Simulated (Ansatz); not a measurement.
## Ionic part of the dielectric constant of HfO2 at 8 GPa, mode by mode

Level of theory: DFT PBEsol, scalar-relativistic, plane waves, PAW (Ansatz). Plane waves to 420 eV; Γ-centred k mesh 8×8×8; fixed occupations. No spin polarisation. Phonons by linear response, acoustic sum rule imposed.

Symmetry: Fm-3m, No. 225, cubic system. The conventional cell has a = 4.996 Å, b = 4.996 Å, c = 4.996 Å, α = 90.00°, β = 90.00°, γ = 90.00°. Around Hf (site symmetry m-3m) lie 8 O at 2.16 Å. Around O (site symmetry -43m) lie 4 Hf at 2.16 Å.

Spin–orbit coupling is left out, which matters for heavy elements. Other phases may be more stable at this pressure.

The primitive cell has V = 31.18 Å³ and ε∞,xx = 5.369. Each polar mode adds Δε = (4.92064×10⁷/V)·S/ν² along x, with S its oscillator strength in e²/amu, ν in cm⁻¹ and V in Å³.

Problem. From these modes, find each Δε and ε0,xx.
```json
{"ν (cm⁻¹)": "264.8", "S_xx (e²/amu)": "1.145"}
```

Solution.
```tsv
ν (cm⁻¹)	Δε
264.8	25.78
```

The sum is 25.784, so ε0,xx = 31.15; the run's tensor has 31.15.

Problem. Where do the longitudinal modes lie for a wave vector along x?

Solution. At 638 cm⁻¹. The Lyddane–Sachs–Teller product Π(ν_LO/ν_TO)² = 5.80 matches ε0/ε∞ = 5.80.

This fluorite-type form isn't the usual stable structure of the compound at low pressure.